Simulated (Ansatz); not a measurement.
The system is Zr.

```
CELL_PARAMETERS angstrom
3.23200 0.00000 0.00000
-1.61600 2.79899 0.00000
0.00000 0.00000 5.14700
ATOMIC_POSITIONS crystal
Zr 0.66667 0.33333 0.75000
Zr 0.33333 0.66667 0.25000
```

```yaml
Program: Ansatz 0.2.0
Task: single point
Functional: PBEsol
Potentials_or_basis: all-electron LAPW, scalar-relativistic
Cutoff: 174 eV (chosen from the basis error)
Basis_error_allowed: 0.001 eV/atom
k_mesh: 9 × 9 × 5
Occupations: fermi-dirac, width 0.05 eV
Spin: no spin polarisation
```

On this cell: pressure -3.3 GPa; largest force under 0.003 eV/Å; band gap on the k mesh none (metal or under the smearing width).

The same run follows on a disturbed copy (atoms moved at random, drawn with an rms of 0.05 Å):

```xyz
2
Lattice="3.2320 0.0000 0.0000 -1.6160 2.7990 0.0000 0.0000 0.0000 5.1470" Properties=species:S:1:pos:R:3 pbc="T T T"
Zr    1.5928    0.9479    3.8560
Zr    0.0189    1.9105    1.2588
```

Question: What does the disturbed cell give?

Answer: The energy (extrapolated to zero smearing) moves by +1.0 meV/atom; pressure -3.3 GPa; largest force 0.097 eV/Å; band gap on the k mesh none (metal or under the smearing width).

Forces on the atoms (eV/Å):
```
Zr   0.034  0.024 -0.087
Zr  -0.034 -0.024  0.087
```

Stress tensor (GPa, compression positive):
```
-3.74 -0.27 -0.01
-0.27 -3.35  0.00
-0.01  0.00 -2.67
```
